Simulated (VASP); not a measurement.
The system is Rh.

```xyz
1
Lattice="-1.5110 1.5110 1.5110 1.5110 -1.5110 1.5110 1.5110 1.5110 -1.5110" Properties=species:S:1:pos:R:3 pbc="T T T"
Rh    0.0000    0.0000    0.0000
```

This isn't the form of Rh at room conditions, which is fcc.

* Program: VASP 6.6.1
* Task: relaxation of cell and atoms
* Functional: r2SCAN
* Potentials or basis: VASP PAW PBE potentials, release 64 (Rh_pv)
* Cutoff: 600 eV
* k mesh: 20 × 20 × 20
* Occupations: gaussian, width 0.1 eV
* Spin: no spin polarisation

At the start: pressure 7.0 GPa; volume 13.80 Å³/atom.

Problem. Where does the relaxation end?

Solution. Over 4 steps the energy falls by 7.6 meV/atom and the volume is 14.16 Å³/atom (+2.6 %); space group Im-3m (No. 229, to 0.05 Å).

Step by step:
```
step  energy change (eV)  largest force (eV/Å)  pressure (GPa)  volume (Å³)
   1              0.0000                0.0000            7.03        13.80
   2              0.0319                0.0000          -13.36        15.04
   3             -0.0076                0.0000           -0.14        14.16
   4             -0.0076                0.0000            0.02        14.16
```

Final structure:
```
Rh
1.0
    -1.52396    1.52396    1.52396
     1.52396   -1.52396    1.52396
     1.52396    1.52396   -1.52396
Rh
1
Cartesian
  0.0000 0.0000 0.0000
```

Caveat: the PAW data sets were made with another functional, which shifts forces and pressure a little.
